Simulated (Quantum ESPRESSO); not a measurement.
## Al under changes of volume

One of the cells (16.669 Å³/atom); the others are scaled copies at fixed shape and fractional positions:

```
CELL_PARAMETERS angstrom
2.81246 0.00000 0.00000
-1.40623 2.43566 0.00000
0.00000 0.00000 4.86685
ATOMIC_POSITIONS crystal
Al 0.33333 0.66667 0.25000
Al 0.66667 0.33333 0.75000
```

This isn't the form of Al at room conditions, which is fcc.

- Program: Quantum ESPRESSO 7.5
- Functional: PBEsol
- Potentials or basis: PseudoDojo 0.4.1 SR PBEsol standard
- Cutoff: 544 eV
- Density cutoff: 2177 eV
- k mesh: 11 × 11 × 6
- Occupations: fermi-dirac, width 0.05 eV
- Spin: no spin polarisation

```csv
volume (Å³/atom),energy over the lowest point (meV/atom),pressure (GPa)
15.669,?,?
16.003,1.99,1.8
16.336,0.00,0.1
16.669,1.47,-1.5
17.003,6.03,-2.9
17.336,13.38,-4.1
17.670,23.21,-5.2
```

Problem. What does the run at 15.669 Å³/atom give?

Solution. Energy over the lowest point 7.83 meV/atom; pressure 3.8 GPa.

Worked out: A Birch-Murnaghan fit of order 3 (a polynomial in V^(-2/3)) to the other rows has its minimum at 16.36 Å³/atom with B0 = V·E''(V) = 81 GPa and B' = 4.5 at fixed shape and positions, which overstates the stiffness. It gives 7.87 meV/atom at 15.669 Å³/atom, against the run's 7.83, and -dE/dV = 3.8 GPa, against 3.8.

Energies are extrapolated to zero smearing.
